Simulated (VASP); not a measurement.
# Te2Pt in VASP: notebook

The runs below take Te2Pt through single point, with PBE.

Everything below comes from runs of VASP 6.6.1. Logs are shortened: lines on timing, memory, paths and dates and some standing lists are left out, and cuts for length are marked.

## Step 1: The structure

The cell holds a slab with vacuum, 3 atoms: a = 4.010 Å, b = 4.010 Å, c = 8.601 Å, α = 90.00°, β = 90.00°, γ = 120.00°.

## Step 2: Single point, PBE

Input file INCAR:

```
PREC = Accurate
ENCUT = 460
EDIFF = 1E-7
ISMEAR = 0
SIGMA = 0.05
LREAL = False
LASPH = True
NELM = 120
ALGO = Normal
ISIF = 2
LWAVE = False
LCHARG = False
LDIPOL = True
IDIPOL = 3
DIPOL = 0.5 0.5 0.500
GGA = PE
NBANDS = 22
LVHAR = True
LVACPOTAV = True
```

Input file KPOINTS:

```
Automatic mesh
0
Gamma
  8 8 1
```

Input file POSCAR:

```
Te2Pt
1.0
    4.0100000000      0.0000000000      0.0000000000
   -2.0050000000      3.4727618700      0.0000000000
    0.0000000000      0.0000000000      8.6005000000
Te Pt
2 1
Direct
    0.6666666667      0.3333333333      0.3488169292
    0.3333333333      0.6666666667      0.6511830708
    0.0000000000      0.0000000000      0.5000000000
```

Potentials or basis: VASP PAW PBE potentials, release 64 (Te, Pt).

Launch:

```sh
$ cat potpaw_PBE.64/Te/POTCAR potpaw_PBE.64/Pt/POTCAR > POTCAR
$ mpirun -np 1 vasp_std > vasp.out
```

OUTCAR:

```text
PREC = Accurate
   ENCUT = 460
   EDIFF = 1E-7
   ISMEAR = 0
   LREAL = False
   LASPH = True
   NELM = 120
   ISIF = 2
   GGA = PE

 Found     10 irreducible k-points:

 Following reciprocal coordinates:
            Coordinates               Weight
  0.000000  0.000000  0.000000      1.000000
  0.125000  0.000000  0.000000      6.000000
  0.250000  0.000000  0.000000      6.000000
  0.375000  0.000000  0.000000      6.000000
  0.500000  0.000000  0.000000      3.000000
  0.125000  0.125000  0.000000      6.000000
   k-points           NKPTS =     10   k-points in BZ     NKDIM =     10   number of bands    NBANDS=     22
   number of dos      NEDOS =    301   number of ions     NIONS =      3
   total plane-waves  NPLWV =  47040
   dimension x,y,z NGX =    28 NGY =   28 NGZ =   60
   dimension x,y,z NGXF=    56 NGYF=   56 NGZF=  120
   ions per type =               2   1
   NGX,Y,Z   is equivalent  to a cutoff of  11.61, 11.61, 11.60 a.u.
   NGXF,Y,Z  is equivalent  to a cutoff of  23.22, 23.22, 23.20 a.u.
 SYSTEM =  unknown system
   PREC   = accura    normal or accurate (medium, high low for compatibility)
   ISTART =      0    job   : 0-new  1-cont  2-samecut
   ICHARG =      2    charge: 1-file 2-atom 10-const
   ISPIN  =      1    spin polarized calculation?
   LNONCOLLINEAR =      F non collinear calculations
   LSORBIT =      F    spin-orbit coupling
   LASPH  =      T    aspherical Exc in radial PAW
   ENCUT  =  460.0 eV  33.81 Ry    5.81 a.u.   7.01  7.01 15.04*2*pi/ulx,y,z
   NELM   =    120;   NELMIN=  2; NELMDL= -5     # of ELM steps
   EDIFF  = 0.1E-06   stopping-criterion for ELM
   LREAL  =      F    real-space projection
   EDIFFG = 0.1E-05   stopping-criterion for IOM
   NSW    =      0    number of steps for IOM
   IBRION =     -1    ionic relax: 0-MD 1-quasi-New 2-CG
   NFREE  =      0    steps in history (QN), initial steepest desc. (CG)
   ISIF   =      2    stress and relaxation
   ISYM   =      2    0-nonsym 1-usesym 2-fastsym
   POTIM  = 0.5000    time-step for ionic-motion
   TEBEG  =    0.0;   TEEND  =   0.0 temperature during run
   PSTRESS=    0.0 pullay stress
   NELECT =      22.0000    total number of electrons
   NUPDOWN=      -1.0000    fix difference up-down
   EMIN   =  10.00;   EMAX   =-10.00  energy-range for DOS
   EFERMI =   0.00;   METHOD = LEGACY
   ISMEAR =     0;   SIGMA  =   0.05  broadening in eV -4-tet -1-fermi 0-gaus
   EFERMI_NEDOS =   21; number of points for ismear=-14 and -15
   IALGO  =     38    algorithm
   IMIX   =      4    mixing-type and parameters
     AMIX     =   0.40;   BMIX     =  1.00
     AMIX_MAG =   1.60;   BMIX_MAG =  1.00
  volume/ion in A,a.u.               =      39.92       269.41
  Fermi-wavevector in a.u.,A,eV,Ry     =   0.930611  1.758599 11.783138  0.866036
  Thomas-Fermi vector in A             =   2.057017
   LORBIT       =      0    0 simple, 1 ext, 2 COOP (PROOUT), +10 PAW based schemes
   GGA     = PE    functional components
   LHFCALC =     F    Hartree Fock is set to
   AEXX    =    0.0000 exact exchange contribution
   IVDW    =     0    specifies the selected vdW correction
   LEPSILON=     F    determine dielectric tensor
   LRPA    =     F    only Hartree local field effects (RPA)
 non-spin polarized calculation
 Gauss-broadening in eV      SIGMA  =   0.05
  energy-cutoff  :      460.00
  volume of cell :      119.77
 maximum number of plane-waves:      2693
 NGX is ok and might be reduce to    28
   NGX = 13   NGY = 13   NGZ = 31

 dipolmoment           0.000000      0.000000     -0.000000 electrons x Angstroem

 number of electron      21.9999999 magnetization

 dipolmoment           0.000000      0.000000      0.000000 electrons x Angstroem

 Free energy of the ion-electron system (eV)
  ---------------------------------------------------
  ext. energy  EPLUGINS =         0.00000000
  ---------------------------------------------------
  free energy    TOTEN  =       -13.37934365 eV

  energy without entropy =      -13.37934365  energy(sigma->0) =      -13.37934365

 E-fermi :   3.5186     XC(G=0):  -7.4495

 val. band max:        3.2994988078   @ k =   0.1250   0.1250   0.0000
 cond. band min:       4.1098623656   @ k =   0.2500   0.0000   0.0000
 fundamental gap:      0.8103635578
 Fermi energy:         3.5186181821

 k-point     1 :       0.0000    0.0000    0.0000
  band No.  band energies     occupation
      1     -10.0359      2.00000
      2      -7.5810      2.00000
      3      -2.3021      2.00000
      4      -2.3021      2.00000
      5      -1.9808      2.00000
      6      -0.3238      2.00000
[... 14 lines left out ...]
     21      13.0623      0.00000
     22      13.0623      0.00000

 k-point     2 :       0.1250    0.0000    0.0000
  band No.  band energies     occupation
      1      -9.8600      2.00000
      2      -7.6047      2.00000
      3      -2.3088      2.00000
      4      -2.2067      2.00000
      5      -1.8450      2.00000
      6      -0.4759      2.00000
[... 14 lines left out ...]
     21      13.0057      0.00000
     22      13.0877      0.00000

 k-point     3 :       0.2500    0.0000    0.0000
  band No.  band energies     occupation
      1      -9.3686      2.00000
      2      -7.6802      2.00000
      3      -2.2890      2.00000
      4      -1.9747      2.00000
      5      -1.5769      2.00000
      6      -0.9998      2.00000
[... 14 lines left out ...]
     21      12.6442      0.00000
     22      12.7537      0.00000

 k-point     4 :       0.3750    0.0000    0.0000
  band No.  band energies     occupation
      1      -8.6982      2.00000
      2      -7.8234      2.00000
      3      -2.7821      2.00000
      4      -1.7840      2.00000
      5      -1.5316      2.00000
      6      -0.8435      2.00000
[... 14 lines left out ...]
     21      13.2524      0.00000
     22      13.9034      0.00000

 k-point     5 :       0.5000    0.0000    0.0000
  band No.  band energies     occupation
      1      -8.1510      2.00000
      2      -8.0943      2.00000
      3      -3.2625      2.00000
      4      -1.7380      2.00000
      5      -1.0598      2.00000
      6      -0.8765      2.00000
[... 14 lines left out ...]
     21      13.2377      0.00000
     22      14.8595      0.00000

 k-point     6 :       0.1250    0.1250    0.0000
  band No.  band energies     occupation
      1      -9.5257      2.00000
      2      -7.6533      2.00000
      3      -2.2694      2.00000
      4      -2.0553      2.00000
      5      -1.6327      2.00000
      6      -0.7108      2.00000
[... 14 lines left out ...]
     21      12.4072      0.00000
     22      13.2139      0.00000

 [... further k-points ...]

------------------------ aborting loop because EDIFF is reached ----------------------------------------

  FORCE on cell =-STRESS in cart. coord.  units (eV):
  Direction    XX          YY          ZZ          XY          YZ          ZX
  --------------------------------------------------------------------------------------
  -------------------------------------------------------------------------------------
  Total        2.5901066      2.5901066      2.8591937     -0.0000000      0.0000000      0.0000000
  in kB       34.6485563     34.6485563     38.2482074     -0.0000000      0.0000000      0.0000000
  external PRESSURE =      35.8484400 kB  Pullay stress =       0.0000000 kB

 VOLUME and BASIS-vectors are now :
 -----------------------------------------------------------------------------
  energy-cutoff  :      460.00
  volume of cell :      119.77
      direct lattice vectors                 reciprocal lattice vectors
     4.010000000  0.000000000  0.000000000     0.249376559  0.143977623  0.000000000
    -2.005000000  3.472761870  0.000000000     0.000000000  0.287955246  0.000000000
     0.000000000  0.000000000  8.600500000     0.000000000  0.000000000  0.116272310

 POSITION                                       TOTAL-FORCE (eV/Angst)
 -----------------------------------------------------------------------------------
      2.00500      1.15759      3.00000        -0.000000      0.000000     -1.092494
     -0.00000      2.31517      5.60050         0.000000     -0.000000      1.092494
      0.00000      0.00000      4.30025         0.000000      0.000000      0.000000
 -----------------------------------------------------------------------------------
    total drift:                               -0.000000     -0.000000      0.000000

  FREE ENERGIE OF THE ION-ELECTRON SYSTEM (eV)
  ---------------------------------------------------
  free  energy   TOTEN  =       -13.3793436539 eV

  energy  without entropy=      -13.3793436539  energy(sigma->0) =      -13.37934365
```

stdout:

```text
POSCAR found type information on POSCAR TePt
 POSCAR found :  2 types and       3 ions
 scaLAPACK will be used
 LDA part: xc-table for (Slater+PW92), standard interpolation
 POSCAR, INCAR and KPOINTS ok, starting setup
 FFT: planning ... GRIDC
[... 62 lines left out ...]
|                                                                             |
|     Did not find any points to average over, which means that no vacuum     |
|     field-free region was found. Please increase the size of  your cell     |
|     in the dimension of the dipole correction to obtain accurate            |
|     workfunction values.                                                    |
|                                                                             |
 -----------------------------------------------------------------------------
```

It took 20 s on 1 thread of AMD EPYC 9R45 (Zen 5), shared host; peak memory 0.17 GiB.

These settings aren't checked as converged: the numbers below hold their error.

Results:

| Property | Result |
| --- | --- |
| Free energy | -13.3793 eV |
| Largest force | 1.092 eV/Å |
| Band gap on the k mesh | 0.81 eV, indirect (least direct gap 1.09 eV) |

Caveat: spin-orbit coupling is left out, which moves the levels of the heavy elements.

(Part 1 of 2 ends here.)
